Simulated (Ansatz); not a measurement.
BaSnO3 (cubic perovskite, Pm-3m), PBE (plane waves, PAW; program Ansatz). The conduction-band minimum lies at Γ, with 1 equivalent valley. Second derivatives d²E/dk² of the lowest band at one valley (eV·Å²), along Cartesian directions:

| direction | d²E/dk² |
|---|---|
| [100] | 58.51 |
| [010] | 58.51 |
| [001] | 58.51 |
| [110] | 58.49 |
| [101] | 58.49 |
| [011] | 58.49 |

Problem. Find the principal effective masses, the density-of-states mass and the conductivity mass.

Solution. Off-diagonal terms follow from H_xy = H[110] − (H_xx + H_yy)/2, and m*/mₑ = 7.620 eV·Å² over each eigenvalue: 0.13, 0.13, 0.13. One valley's DOS mass (m₁m₂m₃)^(1/3) = 0.13, conductivity mass 3/(Σ 1/mᵢ) = 0.13 mₑ.

Problem. What effective density of states Nc follows at 300 K for parabolic valleys?

Solution. Nc = 2.509e19 × 1 × (0.13)^(3/2) ≈ 1.2e18 cm⁻³.

Symmetry was held in the PBE relaxation. Spin–orbit coupling is left out wherever it is not named.

Potentials: the later of the program's two PAW sets.

Edges and masses are those of Kohn–Sham bands, whose gap is no quasiparticle gap.
